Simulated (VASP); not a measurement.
# Fe (P6_3/mmc) in VASP: band structure with PBEsol

Aim: the band structure of Fe with PBEsol.

Everything below comes from runs of VASP 6.6.1. Logs are shortened: lines on timing, memory, paths and dates and some standing lists are left out, and cuts for length are marked.

### Step 1. Starting point

It takes space group P6_3/mmc (No. 194, hexagonal). Conventional cell: a = 2.425 Å, b = 2.425 Å, c = 3.844 Å, α = 90.00°, β = 90.00°, γ = 120.00°. Fe (site symmetry -6m2) has 12 Fe at 2.38 to 2.43 Å as nearest neighbours.

This isn't the form of Fe at room conditions, which is bcc.

### Step 2. Band structure, PBEsol

INCAR reads:

```
SYSTEM = Fe
PREC = Accurate
ENCUT = 520
EDIFF = 1E-6
ISMEAR = 0
SIGMA = 0.03
LREAL = .FALSE.
LASPH = .TRUE.
NELM = 80
ALGO = Normal
ISIF = 2
LWAVE = .FALSE.
LCHARG = .FALSE.
LMAXMIX = 4
GGA = PS
NBANDS = 15
ICORELEVEL = 1
```

KPOINTS reads:

```
regular mesh
0
G
  12 12 7
  0 0 0
```

POSCAR reads:

```
Fe                                      
1.0
    2.4253573179      0.0000000000      0.0000000000
   -1.2126786540      2.1004210508      0.0000000000
    0.0000000000      0.0000000000      3.8440695377
  Fe            
     2
Direct
     0.3333333300000021    0.6666666699999979    0.2500000000000000
     0.6666666699999979    0.3333333300000021    0.7500000000000000
```

KPOINTS_OPT reads:

```
explicit points
141
Reciprocal
 0.0000000000  0.0000000000  0.0000000000 1
 0.0357142857  0.0000000000  0.0000000000 1
 0.0714285714  0.0000000000  0.0000000000 1
 0.1071428571  0.0000000000  0.0000000000 1
 0.1428571429  0.0000000000  0.0000000000 1
 0.1785714286  0.0000000000  0.0000000000 1
[... 133 lines left out ...]
 0.5000000000  0.0000000000  0.5000000000 1
 0.5000000000  0.0000000000  0.0000000000 1
```

Potentials or basis: VASP PAW PBE potentials, release 64 (Fe).

Command:

```bash
cat potpaw_PBE.64/Fe/POTCAR > POTCAR
mpirun -np 1 vasp_std > vasp.out
```

OUTCAR:

```text
SYSTEM = Fe
   PREC = Accurate
   ENCUT = 520
   EDIFF = 1E-6
   ISMEAR = 0
   LREAL = .FALSE.
   LASPH = .TRUE.
   NELM = 80
   ISIF = 2
   GGA = PS

 ion  position               nearest neighbor table
   1  0.333  0.667  0.250-   2 2.38   2 2.38   2 2.38   2 2.38   2 2.38   2 2.38
   2  0.667  0.333  0.750-   1 2.38   1 2.38   1 2.38   1 2.38   1 2.38   1 2.38

  LATTYP: Found a hexagonal cell.
 ALAT       =     2.4253573179
 C/A-ratio  =     1.5849497760

  Lattice vectors:

 A1 = (   2.4253573179,   0.0000000000,   0.0000000000)
 A2 = (  -1.2126786540,   2.1004210508,   0.0000000000)
 A3 = (   0.0000000000,   0.0000000000,   3.8440695377)

Analysis of symmetry for initial positions (statically):
=====================================================================
 Subroutine PRICEL returns:
 Original cell was already a primitive cell.

 Routine SETGRP: Setting up the symmetry group for a
 hexagonal supercell.

 Subroutine GETGRP returns: Found 24 space group operations
 (whereof 12 operations were pure point group operations)
 out of a pool of 24 trial point group operations.

The static configuration has the point symmetry D_3d.
 The point group associated with its full space group is D_6h.

Analysis of symmetry for dynamics (positions and initial velocities):
=====================================================================
 Subroutine PRICEL returns:
 Original cell was already a primitive cell.

 Routine SETGRP: Setting up the symmetry group for a
 hexagonal supercell.

 Subroutine GETGRP returns: Found 24 space group operations
 (whereof 12 operations were pure point group operations)
 out of a pool of 24 trial point group operations.

The dynamic configuration has the point symmetry D_3d.
 The point group associated with its full space group is D_6h.

 Subroutine INISYM returns: Found 24 space group operations
 (whereof 12 operations are pure point group operations),
 and found     1 'primitive' translations

----------------------------------------------------------------------------------------

                                     Primitive cell

  volume of cell :      19.5827

  direct lattice vectors                    reciprocal lattice vectors
     2.425357318  0.000000000  0.000000000     0.412310381  0.238047509  0.000000000
    -1.212678654  2.100421051  0.000000000     0.000000000  0.476095019  0.000000000
     0.000000000  0.000000000  3.844069538     0.000000000  0.000000000  0.260140976

  length of vectors
     2.425357318  2.425357316  3.844069538     0.476095019  0.476095019  0.260140976

  position of ions in fractional coordinates (direct lattice)
     0.333333330  0.666666670  0.250000000
     0.666666670  0.333333330  0.750000000

  ion indices of the primitive-cell ions
   primitive index   ion index
                 1           1
                 2           2

----------------------------------------------------------------------------------------

 KPOINTS: regular mesh

Automatic generation of k-mesh.
 Grid dimensions read from file:
 generate k-points for:   12   12    7

 Generating k-lattice:

  Cartesian coordinates                     Fractional coordinates (reciprocal lattice)
     0.034359198  0.019837292  0.000000000     0.083333333 -0.000000000  0.000000000
     0.000000000  0.039674585  0.000000000     0.000000000  0.083333333  0.000000000
     0.000000000  0.000000000  0.037162997     0.000000000  0.000000000  0.142857143

  Length of vectors
     0.039674585  0.039674585  0.037162997

  Shift w.r.t. Gamma in fractional coordinates (k-lattice)
     0.000000000  0.000000000  0.000000000

 Subroutine IBZKPT returns following result:
 ===========================================

 Found     76 irreducible k-points:

 Following reciprocal coordinates:
            Coordinates               Weight
  0.000000  0.000000  0.000000      1.000000
  0.083333  0.000000  0.000000      6.000000
  0.166667 -0.000000  0.000000      6.000000
  0.250000 -0.000000  0.000000      6.000000
  0.333333  0.000000  0.000000      6.000000
  0.416667  0.000000  0.000000      6.000000
[... 16 lines left out ...]
  0.250000 -0.000000  0.142857     12.000000
  0.333333  0.000000  0.142857     12.000000
 [... further k-points ...]
   k-points           NKPTS =     76   k-points in BZ     NKDIM =     76   number of bands    NBANDS=     15
   number of dos      NEDOS =    301   number of ions     NIONS =      2
   total plane-waves  NPLWV =   9720
   dimension x,y,z NGX =    18 NGY =   18 NGZ =   30
   dimension x,y,z NGXF=    36 NGYF=   36 NGZF=   60
   ions per type =               2
   NGX,Y,Z   is equivalent  to a cutoff of  12.34, 12.34, 12.97 a.u.
   NGXF,Y,Z  is equivalent  to a cutoff of  24.68, 24.68, 25.95 a.u.
 SYSTEM =  Fe
   PREC   = accura    normal or accurate (medium, high low for compatibility)
   ISTART =      0    job   : 0-new  1-cont  2-samecut
   ICHARG =      2    charge: 1-file 2-atom 10-const
   ISPIN  =      1    spin polarized calculation?
   LNONCOLLINEAR =      F non collinear calculations
   LSORBIT =      F    spin-orbit coupling
   LASPH  =      T    aspherical Exc in radial PAW
   ENCUT  =  520.0 eV  38.22 Ry    6.18 a.u.   4.51  4.51  7.15*2*pi/ulx,y,z
   NELM   =     80;   NELMIN=  2; NELMDL= -5     # of ELM steps
   EDIFF  = 0.1E-05   stopping-criterion for ELM
   LREAL  =      F    real-space projection
   EDIFFG = 0.1E-04   stopping-criterion for IOM
   NSW    =      0    number of steps for IOM
   IBRION =     -1    ionic relax: 0-MD 1-quasi-New 2-CG
   NFREE  =      0    steps in history (QN), initial steepest desc. (CG)
   ISIF   =      2    stress and relaxation
   ISYM   =      2    0-nonsym 1-usesym 2-fastsym
   POTIM  = 0.5000    time-step for ionic-motion
   TEBEG  =    0.0;   TEEND  =   0.0 temperature during run
   PSTRESS=    0.0 pullay stress
   NELECT =      16.0000    total number of electrons
   NUPDOWN=      -1.0000    fix difference up-down
   EMIN   =  10.00;   EMAX   =-10.00  energy-range for DOS
   EFERMI =   0.00;   METHOD = LEGACY
   ISMEAR =     0;   SIGMA  =   0.03  broadening in eV -4-tet -1-fermi 0-gaus
   EFERMI_NEDOS =   21; number of points for ismear=-14 and -15
   IALGO  =     38    algorithm
   IMIX   =      4    mixing-type and parameters
     AMIX     =   0.40;   BMIX     =  1.00
     AMIX_MAG =   1.60;   BMIX_MAG =  1.00
  volume/ion in A,a.u.               =       9.79        66.08
  Fermi-wavevector in a.u.,A,eV,Ry     =   1.530466  2.892162 31.869287  2.342326
  Thomas-Fermi vector in A             =   2.637945
   LORBIT       =      0    0 simple, 1 ext, 2 COOP (PROOUT), +10 PAW based schemes
   GGA     = PS    functional components
   LHFCALC =     F    Hartree Fock is set to
   AEXX    =    0.0000 exact exchange contribution
   IVDW    =     0    specifies the selected vdW correction
   LEPSILON=     F    determine dielectric tensor
   LRPA    =     F    only Hartree local field effects (RPA)
 non-spin polarized calculation
 Gauss-broadening in eV      SIGMA  =   0.03
  energy-cutoff  :      520.00
  volume of cell :       19.58
 maximum number of plane-waves:       542
   NGX =  9   NGY =  9   NGZ = 15

 number of electron      16.0000007 magnetization

 Free energy of the ion-electron system (eV)
  ---------------------------------------------------
  ext. energy  EPLUGINS =         0.00000000
  ---------------------------------------------------
  free energy    TOTEN  =       -17.87414954 eV

  energy without entropy =      -17.87277100  energy(sigma->0) =      -17.87346027

 the core state eigenenergies are
   1-  1s  -6985.3513  2s   -806.5961  2p   -685.3347  3s    -80.0294  3p    -46.0909

   2-  1s  -6985.3513  2s   -806.5961  2p   -685.3347  3s    -80.0294  3p    -46.0909

 E-fermi :   7.2516     XC(G=0): -14.1870

 val. band max:        7.2290293334   @ k =   0.3333   0.2500   0.2857
 cond. band min:       7.2574963266   @ k =   0.4167   0.0833   0.4286
 fundamental gap:      0.0284669932
 Fermi energy:         7.2515843847

 k-point     1 :       0.0000    0.0000    0.0000
  band No.  band energies     occupation
      1      -1.9881      2.00000
      2       2.0028      2.00000
      3       5.4511      2.00000
      4       5.4511      2.00000
      5       5.5710      2.00000
      6       5.9452      2.00000
      7       5.9452      2.00000
      8       6.3286      2.00000
      9       6.3286      2.00000
     10       7.6940      0.00000
     11       7.9706      0.00000
     12       7.9706      0.00000
     13      16.3333      0.00000
     14      29.4498      0.00000
     15      33.2184      0.00000

 k-point     2 :       0.0833    0.0000    0.0000
  band No.  band energies     occupation
      1      -1.7216      2.00000
      2       2.1773      2.00000
      3       5.1360      2.00000
      4       5.6051      2.00000
      5       5.8089      2.00000
      6       5.8882      2.00000
      7       6.0697      2.00000
      8       6.0801      2.00000
      9       6.2237      2.00000
     10       6.5885      2.00000
     11       8.0207      0.00000
     12       9.4807      0.00000
     13      16.3443      0.00000
     14      28.4061      0.00000
     15      31.0981      0.00000
[... 365 lines left out ...]
      3       3.9261      2.00000
      4       4.4567      2.00000
      5       5.3486      2.00000
      6       5.6994      2.00000
      7       6.0207      2.00000
      8       6.7452      2.00000
      9       6.9176      2.00000
     10       6.9438      2.00000
     11       8.1751      0.00000
     12      12.0183      0.00000
     13      18.1391      0.00000
     14      21.8787      0.00000
     15      27.1926      0.00000

 k-point    24 :       0.3333    0.0000    0.1429
  band No.  band energies     occupation
      1       1.4549      2.00000
      2       2.9225      2.00000
      3       3.4088      2.00000
      4       4.3718      2.00000
      5       5.4895      2.00000
      6       5.5185      2.00000
      7       6.0985      2.00000
      8       7.4072      0.00000
      9       7.5023      0.00000
     10       7.5951      0.00000
     11       8.2372      0.00000
     12      13.3183      0.00000
     13      17.9491      0.00000
     14      19.7336      0.00000
     15      24.6739      0.00000

 [... further k-points ...]

------------------------ aborting loop because EDIFF is reached ----------------------------------------

  FORCE on cell =-STRESS in cart. coord.  units (eV):
  Direction    XX          YY          ZZ          XY          YZ          ZX
  --------------------------------------------------------------------------------------
  -------------------------------------------------------------------------------------
  Total        0.0156577      0.0156577      0.0138708      0.0000000      0.0000000      0.0000000
  in kB        1.2810478      1.2810478      1.1348490      0.0000000      0.0000000      0.0000000
  external PRESSURE =       1.2323149 kB  Pullay stress =       0.0000000 kB

 VOLUME and BASIS-vectors are now :
 -----------------------------------------------------------------------------
  energy-cutoff  :      520.00
  volume of cell :       19.58
      direct lattice vectors                 reciprocal lattice vectors
     2.425357318  0.000000000  0.000000000     0.412310381  0.238047509  0.000000000
    -1.212678654  2.100421051  0.000000000     0.000000000  0.476095019  0.000000000
     0.000000000  0.000000000  3.844069538     0.000000000  0.000000000  0.260140976

 POSITION                                       TOTAL-FORCE (eV/Angst)
 -----------------------------------------------------------------------------------
     -0.00000      1.40028      0.96102         0.000000      0.000000      0.000000
      1.21268      0.70014      2.88305        -0.000000     -0.000000      0.000000
 -----------------------------------------------------------------------------------
    total drift:                                0.000000     -0.000000     -0.000000

  FREE ENERGIE OF THE ION-ELECTRON SYSTEM (eV)
  ---------------------------------------------------
  free  energy   TOTEN  =       -17.8741495432 eV

  energy  without entropy=      -17.8727709985  energy(sigma->0) =      -17.87346027
```

It took 34 s on 1 thread of Intel Xeon Platinum 8259CL at 2.50GHz (Skylake/Cascade Lake), shared host; peak memory 0.15 GiB.

What came out:

```yaml
Free_energy: -17.8741 eV
Pressure: 0.1 GPa
Band_gap_along_the_path: none (metal or under the smearing width)
```

Levels at the corners of the path, in eV from the Fermi level:
| point | band 6 | band 7 | band 8 | band 9 | band 10 | band 11 |
| --- | --- | --- | --- | --- | --- | --- |
| Γ | -1.31 | -1.31 | -0.92 | -0.92 | 0.44 | 0.72 |
| M | -1.67 | -1.18 | 0.84 | 1.08 | 1.11 | 2.77 |
| M | -1.67 | -1.18 | 0.84 | 1.08 | 1.11 | 2.77 |
| K | -2.18 | -0.84 | 0.60 | 0.60 | 0.84 | 5.82 |
| K | -2.18 | -0.84 | 0.60 | 0.60 | 0.84 | 5.82 |
| Γ | -1.31 | -1.31 | -0.92 | -0.92 | 0.44 | 0.72 |
| Γ | -1.31 | -1.31 | -0.92 | -0.92 | 0.44 | 0.72 |
| A | -1.92 | -1.92 | -1.92 | 0.30 | 0.30 | 0.30 |
| A | -1.92 | -1.92 | -1.92 | 0.30 | 0.30 | 0.30 |
| L | -0.72 | 0.07 | 0.07 | 0.98 | 0.98 | 2.53 |
| L | -0.72 | 0.07 | 0.07 | 0.98 | 0.98 | 2.53 |
| H | -2.39 | -0.79 | -0.79 | 0.75 | 0.75 | 7.20 |
| H | -2.39 | -0.79 | -0.79 | 0.75 | 0.75 | 7.20 |
| A | -1.92 | -1.92 | -1.92 | 0.30 | 0.30 | 0.30 |
| L | -0.72 | 0.07 | 0.07 | 0.98 | 0.98 | 2.53 |
| M | -1.67 | -1.18 | 0.84 | 1.08 | 1.11 | 2.77 |
| K | -2.18 | -0.84 | 0.60 | 0.60 | 0.84 | 5.82 |
| H | -2.39 | -0.79 | -0.79 | 0.75 | 0.75 | 7.20 |

Core levels (eV, on the scale of the bands):
| atom | levels |
| --- | --- |
| 1 Fe | 1s -6985.4, 2s -806.6, 2p -685.3, 3s -80.0, 3p -46.1 |
| 2 Fe | 1s -6985.4, 2s -806.6, 2p -685.3, 3s -80.0, 3p -46.1 |

Caveat: the PAW data sets were made with another functional, which shifts forces and pressure a little; the run has no spin polarisation, though such a crystal can be magnetic. Spin polarisation is off, so any magnetic state and its effect on volume and gap are missing.
